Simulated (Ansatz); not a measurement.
**CdTe under changes of volume**

One of the cells (32.922 Å³/atom); the others are scaled copies at fixed shape and fractional positions:

```
CELL_PARAMETERS angstrom
0.00000 3.20500 3.20500
3.20500 0.00000 3.20500
3.20500 3.20500 0.00000
ATOMIC_POSITIONS crystal
Te 0.75000 0.75000 0.75000
Cd 0.00000 0.00000 0.00000
```

- Program: Ansatz 0.2.0
- Functional: RPBE
- Dispersion: D3(BJ)
- Potentials or basis: Ansatz PAW
- Cutoff: 420 eV (not typed: the program's choice for these potentials)
- k mesh: 7 × 7 × 7
- Occupations: fermi-dirac, width 0.05 eV
- Spin: no spin polarisation

```tsv
volume (Å³/atom)	energy over the lowest point (meV/atom)	pressure (GPa)	gap on the mesh (eV)
30.947	0.00	0.0	1.22
31.605	2.26	-1.1	1.15
32.263	8.82	-2.1	1.09
32.922	19.20	-3.0	1.03
33.580	?	?	?
34.239	49.78	-4.4	0.91
34.897	69.23	-5.0	0.85
```

Problem. What does the run at 33.580 Å³/atom give?

Solution. Energy over the lowest point 32.97 meV/atom; pressure -3.7 GPa; gap on the mesh 0.96 eV.

Worked out: A Birch-Murnaghan fit of order 3 (a polynomial in V^(-2/3)) to the other rows has its minimum at 30.95 Å³/atom with B0 = V·E''(V) = 55 GPa and B' = 4.6. It gives 32.97 meV/atom at 33.580 Å³/atom, against the run's 32.97, and -dE/dV = -3.7 GPa, against -3.7. A straight line through the other rows of the gap, of slope -3.05 eV per unit of ln V (its deformation potential), gives 0.97 eV, against the run's 0.96.

Energies are extrapolated to zero smearing.

Caveats: odd divisions of the mesh miss points on the zone boundary, where band edges often lie, so the gap on the mesh can be too wide; spin-orbit coupling is left out, which moves the levels of the heavy elements; the PAW data sets come from PBE, with cores solved anew for the run's functional, which leaves a small shift of forces and pressure.
